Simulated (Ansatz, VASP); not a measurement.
MgI2: VASP beside Ansatz

```xyz
3
Lattice="4.1537 0.0000 0.0000 -2.0769 3.5972 0.0000 0.0000 0.0000 6.8620" Properties=species:S:1:pos:R:3 pbc="T T T"
Mg    0.0265    0.0265    0.0000
I     0.0000    2.3981    5.1989
I     2.0769    1.1991    1.6631
```

Change from the starting cell: all Mg atoms moved +0.037 Å, as atom 1 along Cartesian [1 1 0].

Alike in both runs: task single point; functional PBE; k mesh 6 × 6 × 4; occupations gaussian, width 0.05 eV; no spin polarisation.

```csv
,VASP,Ansatz
version,VASP 6.6.1,Ansatz 0.2.0
potentials or method,"VASP PAW PBE potentials, release 64 (Mg, I)","scalar-relativistic, plane waves, PAW"
plane-wave cutoff (eV),520,420
valence electrons in the cell,16,44
```

```csv
,VASP,Ansatz,Ansatz less VASP
gap on the k mesh at the Fermi level (eV),3.51,3.53,+0.019
least direct gap on the mesh (eV),3.69,3.70,+0.018
pressure (GPa),1.2,1.3,+0.06
largest component of the traceless stress (GPa),0.18,0.17,-0.006
rms of the force components (eV/Å),0.041,0.043,+0.0019
```

Atom by atom the forces differ by 0.005 eV/Å (rms over components). With one functional, cell and mesh, what is left measures potentials, basis and numerics. The two sets of potentials don't hold the same shells in valence.

Caveats: spin-orbit coupling is left out, which moves the levels of the heavy elements. A k mesh can miss the band edges.
